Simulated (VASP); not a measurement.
Computed with PBE GGA, VASP's PBE PAW potentials (set 64) (plane waves; VASP).

The input files of a VASP run:

**POSCAR**
```
AlSb
1
    0.0000000000     3.1771123419     3.1771123419
    3.1771123419     0.0000000000     3.1771123419
    3.1771123419     3.1771123419     0.0000000000
Al Sb
1 1
Direct
  0.0000000000   0.0000000000   0.0000000000
  0.2500000000   0.2500000000   0.2500000000
```

KPOINTS:
```
Automatic mesh
0
Gamma
7 7 7
0 0 0
```

**INCAR**
```
LREAL=F
LWAVE=F
NELM=100   ! most electronic steps
ALGO=Normal
GGA=PE   ! PBE
ISMEAR=0   ! Gaussian
SYSTEM=AlSb
SIGMA=0.05
ENCUT=520   ! plane-wave cut-off (eV)
LCHARG=F
LASPH=T
PREC=Accurate
ISIF=2   ! forces and stress, cell fixed
LMAXMIX=4
EDIFF=1E-7
```

POTCAR, in this order: Al Sb (PBE.64 set). Program: vasp_std.

Output of the run:

OUTCAR:
```
 ion  position               nearest neighbor table
   1  0.000  0.000  0.000-   2 2.75   2 2.75   2 2.75   2 2.75
   2  0.250  0.250  0.250-   1 2.75   1 2.75   1 2.75   1 2.75
  LATTYP: Found a face centered cubic cell.
 ALAT       =     6.3542246838
 Subroutine PRICEL returns:
 Original cell was already a primitive cell.
 Subroutine GETGRP returns: Found 24 space group operations
The static configuration has the point symmetry T_d .
The dynamic configuration has the point symmetry T_d .
 Subroutine INISYM returns: Found 24 space group operations
 Subroutine IBZKPT returns following result:
 Found     20 irreducible k-points:

 Following reciprocal coordinates:
            Coordinates               Weight
  0.000000  0.000000  0.000000      1.000000
  0.142857  0.000000  0.000000      8.000000
  0.285714  0.000000  0.000000      8.000000
  0.428571  0.000000  0.000000      8.000000
  0.142857  0.142857  0.000000      6.000000
  0.285714  0.142857  0.000000     24.000000
  0.428571  0.142857  0.000000     24.000000
 -0.428571  0.142857  0.000000     24.000000
 -0.285714  0.142857  0.000000     24.000000
 -0.142857  0.142857  0.000000     12.000000
  0.285714  0.285714  0.000000      6.000000
  0.428571  0.285714  0.000000     24.000000
 -0.428571  0.285714  0.000000     24.000000
 -0.285714  0.285714  0.000000     12.000000
  0.428571  0.428571  0.000000      6.000000
 -0.428571  0.428571  0.000000     12.000000
  0.428571  0.285714  0.142857     24.000000
 -0.428571  0.285714  0.142857     48.000000
 -0.428571  0.428571  0.142857     24.000000
 -0.285714  0.428571  0.142857     24.000000
   k-points           NKPTS =     20   k-points in BZ     NKDIM =     20   number of bands    NBANDS=      8
   number of dos      NEDOS =    301   number of ions     NIONS =      2
   total plane-waves  NPLWV =  46656
   dimension x,y,z NGX =    36 NGY =   36 NGZ =   36
...
```

File OSZICAR:
```
       N       E                     dE             d eps       ncg     rms          rms(c)
DAV:   1     0.162274199354E+02    0.16227E+02   -0.26794E+03   320   0.710E+02
DAV:   2    -0.764834676583E+01   -0.23876E+02   -0.23810E+02   432   0.850E+01
DAV:   3    -0.824437658979E+01   -0.59603E+00   -0.59603E+00   400   0.173E+01
DAV:   4    -0.824801671725E+01   -0.36401E-02   -0.36401E-02   464   0.171E+00
DAV:   5    -0.824804675799E+01   -0.30041E-04   -0.30041E-04   472   0.120E-01    0.309E+00
DAV:   6    -0.819306354680E+01    0.54983E-01   -0.98885E-02   344   0.145E+00    0.189E+00
DAV:   7    -0.817839045114E+01    0.14673E-01   -0.76484E-02   360   0.146E+00    0.414E-01
DAV:   8    -0.817914826062E+01   -0.75781E-03   -0.69582E-03   336   0.468E-01    0.840E-02
DAV:   9    -0.817948645945E+01   -0.33820E-03   -0.48078E-04   392   0.150E-01    0.257E-02
DAV:  10    -0.817955450442E+01   -0.68045E-04   -0.59302E-05   416   0.463E-02    0.118E-02
DAV:  11    -0.817958475841E+01   -0.30254E-04   -0.56224E-05   344   0.484E-02    0.541E-03
DAV:  12    -0.817958541168E+01   -0.65326E-06   -0.88253E-07   472   0.677E-03    0.198E-03
DAV:  13    -0.817958554391E+01   -0.13223E-06   -0.10061E-07   400   0.208E-03    0.121E-03
DAV:  14    -0.817958557309E+01   -0.29183E-07   -0.42975E-08   200   0.980E-04
   1 F= -.81795856E+01 E0= -.81795856E+01  d E =-.191485E-11
```

File OUTCAR:
```
------------------------ aborting loop because EDIFF is reached ----------------------------------------
  FORCE on cell =-STRESS in cart. coord.  units (eV):
  Direction    XX          YY          ZZ          XY          YZ          ZX
  --------------------------------------------------------------------------------------
  Total       -1.0118503     -1.0118503     -1.0118503     -0.0000000     -0.0000000      0.0000000
  in kB      -25.2754646    -25.2754646    -25.2754646     -0.0000000     -0.0000000      0.0000000
  external PRESSURE =     -25.2754646 kB  Pullay stress =       0.0000000 kB
  volume of cell :       64.14
      direct lattice vectors                 reciprocal lattice vectors
     0.000000000  3.177112342  3.177112342    -0.157375612  0.157375612  0.157375612
     3.177112342  0.000000000  3.177112342     0.157375612 -0.157375612  0.157375612
     3.177112342  3.177112342  0.000000000     0.157375612  0.157375612 -0.157375612
 POSITION                                       TOTAL-FORCE (eV/Angst)
 -----------------------------------------------------------------------------------
      0.00000      0.00000      0.00000        -0.000000     -0.000000     -0.000000
      1.58856      1.58856      1.58856         0.000000      0.000000      0.000000
 -----------------------------------------------------------------------------------
    total drift:                               -0.000000     -0.000000     -0.000000
  FREE ENERGIE OF THE ION-ELECTRON SYSTEM (eV)
  ---------------------------------------------------
  free  energy   TOTEN  =        -8.1795855731 eV

  energy  without entropy=       -8.1795855731  energy(sigma->0) =       -8.17958557
```
(Selected blocks of OUTCAR.)

The compound is AlSb in the zinc blende structure. This cell is one point of a volume scan, at 1.06 of the reference volume.
